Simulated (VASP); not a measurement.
A run of VASP 6.6.1:

Contents of INCAR:

```
SYSTEM = AlGa3N4
PREC = Accurate
ENCUT = 520
EDIFF = 1E-6
ISMEAR = -1
SIGMA = 0.131
LREAL = Auto
LASPH = .TRUE.
NELM = 100
ALGO = Normal
ISIF = 2
LWAVE = .FALSE.
LCHARG = .TRUE.
GGA = PS
LELF = .TRUE.
LVHAR = .TRUE.
ISYM = 0
NBANDS = 76
```

File KPOINTS:

```
regular mesh
0
G
  1 1 1
  0 0 0
```

The input POSCAR:

```
AlGa3N4
1.0
    5.8442820000      0.0295190000      0.0072460000
    0.0295190000      5.8328170000      0.1297100000
    0.0072460000      0.1297100000      5.8621710000
Al Ga N
2 6 8
Direct
    0.8004417911      0.2903153542      0.3118450817
    0.0781736167      0.8702893882      0.0433710169
    0.2059000772      0.2155419842      0.6202458266
    0.5577656512      0.8992636598      0.3466575678
    0.0576385015      0.7758091539      0.5270815447
    0.6999565932      0.2070047594      0.8073016852
    0.3733161831      0.4798575684      0.1168969015
    0.9722071216      0.4931792700      0.8839718432
    0.4294727406      0.6657711580      0.7579759894
    0.2930081930      0.7733383770      0.2579790221
    0.8616557202     -0.0458379065      0.2707802412
    0.1239848788      0.1805848922     -0.0620040017
    0.5201448912      0.1768803606      0.5004476803
    0.5836553714      0.7677364888      0.6814249760
   -0.0536116873      0.4340985191      0.5510164325
    0.6973389825      0.4370928120      0.0535183592
```

Potentials or basis: VASP PAW PBE potentials, release 64 (Al, Ga_d, N).

Launch:

```console
$ cat potpaw_PBE.64/Al/POTCAR potpaw_PBE.64/Ga_d/POTCAR potpaw_PBE.64/N/POTCAR > POTCAR
$ mpirun -np 1 vasp_gam > vasp.out
```

Hardware: 1 thread of Intel(R) Xeon(R) Platinum 8559C (Emerald Rapids), with other jobs on the host.

Question: How long does it take, and how much memory?

Answer: Run time: 44 s on 1 thread of Intel(R) Xeon(R) Platinum 8559C (Emerald Rapids), with other jobs on the host, peak memory 0.31 GiB. Counts: scf iterations 18, k points 1.
